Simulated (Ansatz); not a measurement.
BaO, one cell by several methods

```yaml
crystal:
  lattice:
    - [0.00000, 2.75000, 2.75000]
    - [2.75000, 0.00000, 2.75000]
    - [2.75000, 2.75000, 0.00000]
  atoms:
    - { symbol: Ba, position: [0.00000, 0.00000, 0.00000] }
    - { symbol: O, position: [0.50000, 0.50000, 0.50000] }
```

Atom numbers follow the list: Ba1, O2.

The geometry is COD entry 5910030, unchecked; take it as a test cell. It differs from other determinations.

No spin–orbit coupling, which matters for the heavy atoms here.

All numbers are computed: DFT, LDA, PAW with Ansatz's default frozen-core files, scalar-relativistic (Ansatz 0.2.0); DFT, LDA, all-electron PAW with datasets made for the crystal, scalar-relativistic (Ansatz 0.2.0); DFT, LDA, all-electron LAPW, scalar-relativistic (Ansatz 0.2.0).

For PAW: a Γ-centred 8×8×8 k mesh, Fermi–Dirac smearing of 0.02 eV, cutoff 420 eV, no spin polarisation; the PAW files were made with PBE, and the program remakes their frozen cores for this functional. The crystal-made all-electron datasets (AE datasets) take a cutoff of 320 eV at this cell. LAPW targets a basis error of 0.5 meV/atom. The Ansatz runs share mesh, smearing and spin set-up. Plane-wave (PAW) pressures include the program's estimate of the Pulay term.

Stress and pressure are positive in compression.

Levels count from the top of the valence band.

```tsv
quantity	PAW	AE datasets	LAPW
pressure (GPa)	-2.87	-2.85	-2.85
band gap (eV)	1.827	1.827	1.827
highest filled level at Γ (eV)	-0.530	-0.528	-0.528
lowest empty level at Γ (eV)	3.446	3.447	3.447
highest filled level at L (eV)	-1.603	-1.603	-1.603
lowest empty level at L (eV)	4.885	4.888	4.888
highest filled level at X (eV)	0.000	0.000	0.000
lowest empty level at X (eV)	1.827	1.827	1.827
```

PAW's pressure differs from the LAPW value by -0.02 GPa. Datasets made for the crystal and LAPW share parts of one code, so their agreement isn't an independent check.
